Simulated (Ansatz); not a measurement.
Here is an Ansatz 0.2.0 calculation.

File input.yaml:

```yaml
crystal:
  lattice:
    - [0.0, 2.024805, 2.024805]
    - [2.024805, 0.0, 2.024805]
    - [2.024805, 2.024805, 0.0]
  atoms:
    - { symbol: Al, position: [0.0, 0.0, 0.0] }
hamiltonian:
  xc: pbe
  pseudopotentials: { kind: paw, source: ansatz }
kpoints:
  mp_grid: { grid: [11, 11, 11] }
  band_path:
    path:
      - [[0.0, 0.0, 0.0], [0.5, 0.0, 0.5], [0.5, 0.25, 0.75], [0.375, 0.375, 0.75], [0.0, 0.0, 0.0], [0.5, 0.5, 0.5], [0.625, 0.25, 0.625], [0.5, 0.25, 0.75], [0.5, 0.5, 0.5], [0.375, 0.375, 0.75]]
      - [[0.625, 0.25, 0.625], [0.5, 0.0, 0.5]]
    npoints: 14
scf:
  occupations: { method: fermi_dirac, width: 0.05 }
  n_extra_bands: 6
output:
  forces: true
  stress: true
  eigenvalues: true
  fatbands: true
```

Potentials or basis: Ansatz PAW earlier set.

The run is started by

```sh
$ ansatz run input.yaml --threads 2 --pin off --max-ram 5120MiB --backend cpu --events-out ev --progress --plain --runs-dir out
```

Problem. Predict the pressure.

Solution. -0.4 GPa.

Problem. Predict the band gap on the k mesh.

Solution. None (metal or under the smearing width).

Levels at the corners of the path, in eV from the Fermi level:
| point | band 5 | band 6 | band 7 | band 8 | band 9 | band 10 |
| --- | --- | --- | --- | --- | --- | --- |
| Γ | -11.10 | 12.57 | 12.57 | 12.57 | 14.02 | 14.02 |
| X | -2.92 | -1.61 | 5.24 | 5.55 | 5.55 | 9.00 |
| W | -0.85 | -0.85 | 0.17 | 1.06 | 15.75 | 15.75 |
| K | -1.89 | -1.36 | -0.42 | 6.52 | 8.16 | 15.60 |
| Γ | -11.10 | 12.57 | 12.57 | 12.57 | 14.02 | 14.02 |
| L | -4.58 | -4.38 | 11.33 | 11.33 | 11.42 | 11.42 |
| U | -1.89 | -1.36 | -0.42 | 6.52 | 8.16 | 15.60 |
| W | -0.85 | -0.85 | 0.17 | 1.06 | 15.75 | 15.75 |
| L | -4.58 | -4.38 | 11.33 | 11.33 | 11.42 | 11.42 |
| K | -1.89 | -1.36 | -0.42 | 6.52 | 8.16 | 15.60 |
| U | -1.89 | -1.36 | -0.42 | 6.52 | 8.16 | 15.60 |
| X | -2.92 | -1.61 | 5.24 | 5.55 | 5.55 | 9.00 |
